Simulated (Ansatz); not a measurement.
MoS2: relaxation of cell and atoms with PBEsol+D3(BJ)

The system is MoS2.

```
CELL_PARAMETERS angstrom
1.58000 0.91221 6.15000
-1.58000 0.91221 6.15000
0.00000 -1.82443 6.15000
ATOMIC_POSITIONS crystal
Mo 0.00000 0.00000 0.00000
S 0.41700 0.41700 0.41700
S 0.25000 0.25000 0.25000
```

Measurements of this composition are mostly on another form, of space group No. 194.

```json
{
  "Program": "Ansatz 0.2.0",
  "Task": "relaxation of cell and atoms",
  "Functional": "PBEsol",
  "Dispersion": "D3(BJ)",
  "Potentials or basis": "Ansatz PAW",
  "Cutoff": "420 eV (not typed: the program's choice for these potentials)",
  "k mesh": "10 × 10 × 10",
  "Occupations": "fermi-dirac, width 0.05 eV",
  "Spin": "no spin polarisation"
}
```

```
Relaxed volume                         : 16.21 Å³/atom
Relaxed cell                           : a = 6.058 Å, b = 6.058 Å, c = 6.058 Å, α = 29.80°, β = 29.80°, γ = 29.80°
Space group after relaxing (to 0.05 Å) : R3m (No. 160)
Energy gained by relaxing              : 22.1 meV/atom
Ionic steps                            : 6
Pressure after relaxing                : 0.0 GPa
Largest force after relaxing           : 0.006 eV/Å
Band gap on the k mesh                 : 0.52 eV, indirect (least direct gap 1.97 eV)
```

Forces on the atoms (eV/Å):
```
Mo   0.000  0.000  0.006
S    0.000  0.000 -0.004
S    0.000  0.000 -0.002
```

The path:
```tsv
step	energy change (eV)	largest force (eV/Å)	volume (Å³)
1	0.0000	0.2763	53.18
2	-0.0078	0.4704	46.98
3	-0.0625	0.0837	49.41
4	-0.0648	0.0102	49.14
5	-0.0666	0.0056	48.64
6	-0.0662	0.0056	48.64
```

Final structure:
```cif
data_structure
_symmetry_space_group_name_H-M 'P 1'
_symmetry_Int_Tables_number 1
_cell_length_a 6.0582
_cell_length_b 6.0582
_cell_length_c 6.0582
_cell_angle_alpha 29.804
_cell_angle_beta 29.804
_cell_angle_gamma 29.804
_cell_volume 48.64
loop_
_atom_site_label
_atom_site_type_symbol
_atom_site_fract_x
_atom_site_fract_y
_atom_site_fract_z
_atom_site_occupancy
Mo1 Mo 0.00005 0.00005 0.00005 1
S1 S 0.42332 0.42332 0.42332 1
S2 S 0.24363 0.24363 0.24363 1
```

Levels at points of the mesh, in eV from the valence-band top:
| k point | band 11 | band 12 | band 13 | band 14 | band 15 | band 16 |
| --- | --- | --- | --- | --- | --- | --- |
| (0.00, 0.00, 0.00) | -2.49 | -1.70 | -0.93 | 1.79 | 1.79 | 2.34 |
| (0.00, 0.00, -0.50) | -2.56 | -1.84 | -1.68 | 1.54 | 1.83 | 3.05 |
| (0.00, -0.50, -0.50) | -3.46 | -2.12 | -1.59 | 1.45 | 2.03 | 2.77 |
| (-0.50, -0.50, -0.50) | -2.42 | -2.42 | 0.00 | 1.97 | 1.97 | 2.08 |

It took 81 s on 2 threads of Intel(R) Xeon(R) Processor @ 2.50GHz (Skylake/Cascade Lake), on a shared host, peak memory 0.49 GiB.

Caveat: the plane-wave basis is chosen anew once the cell has moved, so the energies of steps on either side of that aren't comparable; the PAW data sets come from PBE, with cores solved anew for the run's functional, which leaves a small shift of forces and pressure. A k mesh can miss the band edges.
